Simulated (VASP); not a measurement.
## TePb: single point with PBEsol

Crystal: TePb.

```
Te Pb
1.0
     0.00000    3.27121    3.14036
     3.27121    0.00000    3.14036
     3.27121    3.27121    0.00000
Te Pb
1 1
Direct
  0.50000 0.50000 0.50000
  0.00000 0.00000 0.00000
```

Measurements of this composition are mostly on another form, of space group No. 225.

```
Program             : VASP 6.6.1
Task                : single point
Functional          : PBEsol
Potentials or basis : VASP PAW PBE potentials, release 64 (Te, Pb_d)
Cutoff              : 520 eV
k mesh              : 8 × 8 × 8
Occupations         : gaussian, width 0.05 eV
Spin                : no spin polarisation
```

```json
{
 "Pressure": "0.0 GPa",
 "Band gap on the k mesh": "0.57 eV, direct"
}
```

Stress tensor (GPa, compression positive):
```
-1.76  0.00  0.00
 0.00 -1.76  0.00
 0.00  0.00  3.46
```

Levels at points of the mesh, in eV from the valence-band top:
```tsv
k point	band 6	band 7	band 8	band 9	band 10	band 11	band 12	band 13	band 14	band 15
(0.00, 0.00, 0.00)	-12.13	-5.65	-1.68	-1.26	-1.26	3.70	3.70	4.67	5.62	5.62
(0.50, 0.00, 0.00)	-10.68	-8.69	-1.00	-0.91	0.00	0.57	1.09	1.32	8.23	8.94
(0.50, 0.50, 0.00)	-10.23	-7.56	-4.67	-2.94	-2.94	3.05	5.32	5.32	7.05	10.04
(0.50, 0.00, 0.50)	-10.52	-7.26	-4.58	-3.07	-2.63	3.19	4.97	6.01	6.46	9.85
```

Wall time 34 s on 1 thread of AMD EPYC 9R45 96-Core Processor (Zen 5), with other jobs on the host, peak memory 0.21 GiB.

Caveat: the PAW data sets were made with another functional, which shifts forces and pressure a little; spin-orbit coupling is left out, which as a rule narrows the gap of such compounds by several tenths of an eV. A k mesh can miss the band edges.
